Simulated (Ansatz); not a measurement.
## Relaxing TiSi

Computed with DFT r2SCAN, scalar-relativistic, plane waves, PAW in Ansatz 0.2.0. Run with 500 eV cutoff, 10×6×10 k-mesh, Gaussian smearing of 0.10 eV, no spin polarisation.

What was changed: relaxed at 10 GPa.

Other phases may be more stable at this pressure.

Command:

```bash
ansatz run input.yaml --threads 2 --pin off --max-ram 5120MiB --backend cpu --events-out ev --progress --plain --runs-dir out
```

Input:

```yaml
crystal:
  lattice:
    - [3.5784886918, 0.0, 0.0]
    - [0.0, 7.4908182934, 0.0]
    - [0.0, 0.0, 4.0136095005]
  atoms:
    - { symbol: Ti, position: [0.0, 0.5, 0.05075] }
    - { symbol: Ti, position: [0.5, 0.5, 0.55075] }
    - { symbol: Ti, position: [0.5, 0.0, 0.55075] }
    - { symbol: Ti, position: [0.0, 0.0, 0.05075] }
    - { symbol: Si, position: [0.0, 0.75, 0.55075] }
    - { symbol: Si, position: [0.0, 0.25, 0.55075] }
    - { symbol: Si, position: [0.5, 0.25, 0.05075] }
    - { symbol: Si, position: [0.5, 0.75, 0.05075] }
basis:
  ecutwfc: 500
kpoints:
  mp_grid: { grid: [10, 6, 10] }
hamiltonian:
  xc: r2scan
scf:
  occupations: { method: gaussian, width: 0.1 }
output:
  forces: true
  stress: true
  eigenvalues: true
relax:
  adjacent_minimum: "off"
  f_tol: 0.008
  max_steps: 50
  cell: { stress_tol: 0.08, p_target: 10.0 }
```

F is the free energy. Steps run on the plane waves of an earlier cell, but the last one, and at times one on the way, on a freshly chosen basis, so a repeated geometry can differ a little in energy. The relaxation lowers the enthalpy F + PV at the target pressure, so F itself can rise.

Steps:

```
step F − F(1) (eV) largest force component (eV/Å) V (Å³/atom) P (GPa)
   1         0.0000                           0.000       13.449    10.63
   2        -0.0256                           0.000       13.496     9.85
   3        -0.0225                           0.000       13.488     9.88
   4        -0.0169                           0.000       13.476     9.95
   5        -0.0154                           0.000       13.473    10.00
   6        -0.0155                           0.000       13.473    10.00
```

Relaxed structure:

```cif
data_structure
_symmetry_space_group_name_H-M 'P 1'
_symmetry_Int_Tables_number 1
_cell_length_a 3.5974
_cell_length_b 7.5281
_cell_length_c 3.9798
_cell_angle_alpha 90.000
_cell_angle_beta 90.000
_cell_angle_gamma 90.000
_cell_volume 107.78
loop_
_atom_site_label
_atom_site_type_symbol
_atom_site_fract_x
_atom_site_fract_y
_atom_site_fract_z
_atom_site_occupancy
Ti1 Ti 0.00000 0.50000 0.05075 1
Ti2 Ti 0.50000 0.50000 0.55075 1
Ti3 Ti 0.50000 0.00000 0.55075 1
Ti4 Ti 0.00000 0.00000 0.05075 1
Si1 Si 0.00000 0.75000 0.55075 1
Si2 Si 0.00000 0.25000 0.55075 1
Si3 Si 0.50000 0.25000 0.05075 1
Si4 Si 0.50000 0.75000 0.05075 1
```

Symmetry: Cmmm, No. 65, orthorhombic system. The conventional cell has a = 3.597 Å, b = 3.980 Å, c = 3.764 Å, α = 90.00°, β = 90.00°, γ = 90.00°. Ti (site symmetry mmm) has 8 Si at 2.60 to 2.74 Å and 4 Ti at 2.68 Å as nearest neighbours. Si (site symmetry mmm) is surrounded by 8 Ti at 2.60 to 2.74 Å and 4 Si at 2.68 Å.

The run converged. The run took 2.6 min on 2 threads of Oxide Virtual Turin-like Processor (Zen 5), on a shared host, peak memory 1 GiB.